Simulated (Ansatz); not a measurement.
Gas-phase electronic energies from Ansatz, PBE0-D4/def2-TZVP geometries. CCSD(T)/CBS is the MP2 limit (def2-TZVPP, def2-QZVPP) plus CCSD(T) − MP2 in def2-TZVPP, frozen cores. This one scheme is used for every species. DFT in def2-TZVPP. One conformer a species, not always the lowest.

Consider the cleavage of the B–Si bond: `N[SiH2]BF` + acetic acid → `CC(=O)OBF` + `N[SiH3]`.

| level | ΔE (eV) |
| --- | --- |
| PBE0-D4 | -1.42 |
| BHLYP | -1.61 |
| RPA@PBE/def2-TZVPP | -1.52 |
| HF/CBS(def2) | -1.71 |

Task: What does CCSD(T)/CBS give? (An estimate is asked.)

Result: The calculation gave: -1.53 eV. The listed levels differ from it by 0.11, -0.08, 0.01, -0.18 eV.

Largest T1 diagnostic among the species: 0.015.

From PBE to PBE0 (25 % exact exchange), in def2-TZVPP and without D4, ΔE moves by −0.07 eV. Leaving LDA and LC-ωPBE aside and taking each functional with its dispersion term where it has one, the values, not all of them listed here, spread over 0.26 eV, from BHLYP-D4 to revPBE-D4. LDA lies −0.10 eV from PBE without D4.

CCSD(T)/CBS has its own doubt, a few kJ/mol and more with outer-core shells, so smaller differences from it don't rank the levels.
